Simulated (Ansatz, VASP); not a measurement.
This is a calculation of BN for VASP 6.6.1. The cell is a database's computed one, not the measured one.

The input INCAR:

```
SYSTEM = BN
ALGO = Normal
EDIFF = 1E-7
EDIFFG = -0.005
ENCUT = 600
GGA = PE
IBRION = 2
ISIF = 3
ISMEAR = -1
IVDW = 13
LASPH = .True.
LCHARG = .False.
LREAL = .False.
LWAVE = .False.
NELM = 80
NSW = 40
PREC = Accurate
SIGMA = 0.05
```

Contents of KPOINTS:

```
k-points
0
Gamma
  13 13 13
  0 0 0
```

The input POSCAR:

```
BN
1.0
    0.0000000000      1.8130010000      1.8130010000
    1.8130010000      0.0000000000      1.8130010000
    1.8130010000      1.8130010000      0.0000000000
N B
1 1
Direct
    0.2500000000      0.2500000000      0.2500000000
    0.0000000000      0.0000000000      0.0000000000
```

Potentials or basis: VASP PAW PBE potentials, release 64 (N, B).

Launch:

```bash
$ cat potpaw_PBE.64/N/POTCAR potpaw_PBE.64/B/POTCAR > POTCAR
$ mpirun -np 1 vasp_std > vasp.out
```

Question: What does the same run look like in Ansatz 0.2.0? Potentials or basis there: Ansatz PAW, cutoff 420 eV.

Answer: As run (cutoffs and basis follow the program's own potentials, and thresholds, step limits or extra output files can differ):

File input.yaml:

```yaml
crystal:
  lattice:
    - [0.0, 1.813001, 1.813001]
    - [1.813001, 0.0, 1.813001]
    - [1.813001, 1.813001, 0.0]
  atoms:
    - { symbol: "N", position: [0.25, 0.25, 0.25] }
    - { symbol: B, position: [0.0, 0.0, 0.0] }
hamiltonian:
  xc: pbe
  pseudopotentials: { kind: paw }
  dispersion: d4
kpoints:
  mp_grid: { grid: [13, 13, 13] }
scf:
  occupations: { method: fermi_dirac, width: 0.05 }
output:
  forces: true
  stress: true
  eigenvalues: true
  write_density: true
  write_potential: true
  elf: true
  volumetric_format: npy
relax:
  f_tol: 0.01
  max_steps: 40
  cell: { stress_tol: 0.05 }
```

Potentials or basis: Ansatz PAW.

Launch:

```bash
$ ansatz run input.yaml --threads 2 --pin off --max-ram 5632MiB --backend cpu --events-out ev --progress --plain --runs-dir out
```

Both were run:

|  | VASP | Ansatz |
| --- | --- | --- |
| Relaxed volume | 5.86 Å³/atom | 5.87 Å³/atom |
| Relaxed cell | a = 2.550 Å, b = 2.550 Å, c = 2.550 Å, α = 60.00°, β = 60.00°, γ = 60.00° | a = 2.550 Å, b = 2.550 Å, c = 2.550 Å, α = 60.00°, β = 60.00°, γ = 60.00° |
| Space group after relaxing | F-43m (No. 216) | F-43m (No. 216) |
| Pressure after relaxing | 0.0 GPa | 0.0 GPa |

Ansatz's pressure holds a Pulay term of +1.06 GPa for its cutoff of 420 eV, which the other run lacks.

Where Ansatz's input types no cutoff or centring, it takes its own default and a Γ-centred mesh.

Pressure is positive in compression.
